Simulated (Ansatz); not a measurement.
# PbSe: stress in a strained cell

Aim: deform PbSe (zz strain of -2 %) and compute stress, forces and field gradients with LAPW, PAW and all-electron datasets made for the crystal.

Computed with Ansatz 0.2.0 (DFT PBEsol, scalar-relativistic, unless a step's input says otherwise).

## 1. The structure to begin with

It takes space group Fm-3m (No. 225, cubic). The conventional cell has a = 6.124 Å, b = 6.124 Å, c = 6.124 Å, α = 90.00°, β = 90.00°, γ = 90.00°. Pb (site symmetry m-3m) has 6 Se at 3.06 Å as nearest neighbours. Around Se (site symmetry m-3m) lie 6 Pb at 3.06 Å.

As a file:

```
CELL_PARAMETERS angstrom
0.00000 3.06215 3.06215
3.06215 0.00000 3.06215
3.06215 3.06215 0.00000
ATOMIC_POSITIONS crystal
Pb 0.00000 0.00000 0.00000
Se 0.50000 0.50000 0.50000
```

Atoms are numbered in the order of the input: Pb1, Se2.

## 2. After the deformation

Space group Fm-3m before, I4/mmm after.

## 3. LAPW, all electrons

Contents of input.yaml:

```yaml
crystal:
  lattice:
    - [0.0, 3.06215, 3.000907]
    - [3.06215, 0.0, 3.000907]
    - [3.06215, 3.06215, 0.0]
  atoms:
    - { symbol: Pb, position: [0.0, 0.0, 0.0] }
    - { symbol: Se, position: [0.5, 0.5, 0.5] }
kpoints:
  mp_grid: { grid: [7, 7, 7] }
  band_path:
    path:
      - [0.0, 0.0, 0.0]
      - [0.0, 0.5, 0.5]
      - [0.25, 0.75, 0.5]
      - [0.0, 0.5, 0.0]
      - [0.0, 0.0, 0.0]
      - [0.5, 0.5, 0.0]
      - [0.3801541025, 0.6198458975, 0.0]
      - [-0.3801541025, 0.3801541025, 0.0]
      - [0.0, 0.0, 0.0]
    npoints: 5
scf:
  occupations: { method: fermi_dirac, width: 0.02 }
hamiltonian:
  xc: pbesol
  pseudopotentials: { kind: all_electron, lapw: { basis_error: 0.0005 } }
output:
  forces: true
  stress: true
  eigenvalues: true
```

Command:

```
$ ansatz run input.yaml --threads 1 --pin off --max-ram 3072MiB --backend cpu --events-out ev --progress --plain --runs-dir out
```

## 4. PAW on the default files

Contents of input.yaml:

```yaml
crystal:
  lattice:
    - [0.0, 3.06215, 3.000907]
    - [3.06215, 0.0, 3.000907]
    - [3.06215, 3.06215, 0.0]
  atoms:
    - { symbol: Pb, position: [0.0, 0.0, 0.0] }
    - { symbol: Se, position: [0.5, 0.5, 0.5] }
kpoints:
  mp_grid: { grid: [7, 7, 7] }
scf:
  occupations: { method: fermi_dirac, width: 0.02 }
hamiltonian:
  xc: pbesol
  pseudopotentials: { kind: paw }
output:
  forces: true
  stress: true
  eigenvalues: true
  efg: { contact_densities: true }
```

## 5. Datasets made for this crystal

input.yaml: that of step 4 with these lines changed.

```diff
@@ -14,3 +14,3 @@
   xc: pbesol
-  pseudopotentials: { kind: paw }
+  pseudopotentials: { kind: all_electron, datasets: crystal }
 output:
```

(Steps that only read results are left out.)

Before running it: what results should come out? Wanted: pressure; largest shear or deviatoric stress.

The runs gave:

| quantity | value |
| --- | --- |
| pressure | LAPW 0.52, PAW 0.51, crystal datasets 0.52 GPa |
| largest shear or deviatoric stress (LAPW) | 1.83 GPa |

**Reading.** The largest part of the stress beyond the pressure is 1.83 GPa in size, in the zz component; the atoms are carried along and not relaxed. No run of the undeformed cell stands beside it, so the pressure holds what the given cell had before the change. PAW: stress within 0.01 GPa of LAPW. Crystal datasets: stress within 0.01 GPa of LAPW. Spin-orbit coupling is left out, though the cell holds Pb; in elements this heavy it can shift bands and gaps by tenths of an eV.

The gaps are Kohn-Sham values of a semilocal functional, not quasiparticle or optical gaps. Such gaps usually fall short of the measured ones; spin-orbit coupling, left out here, narrows gaps with Pb, so the two errors partly cancel.
